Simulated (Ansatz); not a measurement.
Crystal: Ir.

```xyz
1
Lattice="0.0000 1.9156 1.9156 1.9156 0.0000 1.9156 1.9156 1.9156 0.0000" Properties=species:S:1:pos:R:3 pbc="T T T"
Ir    0.0000    0.0000    0.0000
```

| Quantity | Value |
| --- | --- |
| Program | Ansatz 0.2.0 |
| Task | relaxation of cell and atoms |
| Functional | BLYP |
| Dispersion | D4 |
| Potentials or basis | all-electron LAPW, scalar-relativistic |
| Basis error allowed | 0.001 eV/atom |
| k mesh | 12 × 12 × 12 |
| Occupations | fermi-dirac, width 0.05 eV |
| Spin | no spin polarisation |

At the start: volume 14.06 Å³/atom.

Problem. How do energy, volume and symmetry change on relaxing?

Solution. Over 4 steps the energy falls by 8.6 meV/atom and the volume is 14.39 Å³/atom (+2.3 %); space group Fm-3m (No. 225, to 0.05 Å).

The path:
```csv
step,energy change (eV),largest force (eV/Å),volume (Å³)
1,0.0000,0.0000,14.06
2,-0.0085,0.0000,14.41
3,-0.0086,0.0000,14.39
4,-0.0086,0.0000,14.39
```

Final structure:
```xyz
1
Lattice="0.0000 1.9304 1.9304 1.9304 0.0000 1.9304 1.9304 1.9304 0.0000" Properties=species:S:1:pos:R:3 pbc="T T T"
Ir    0.0000    0.0000    0.0000
```
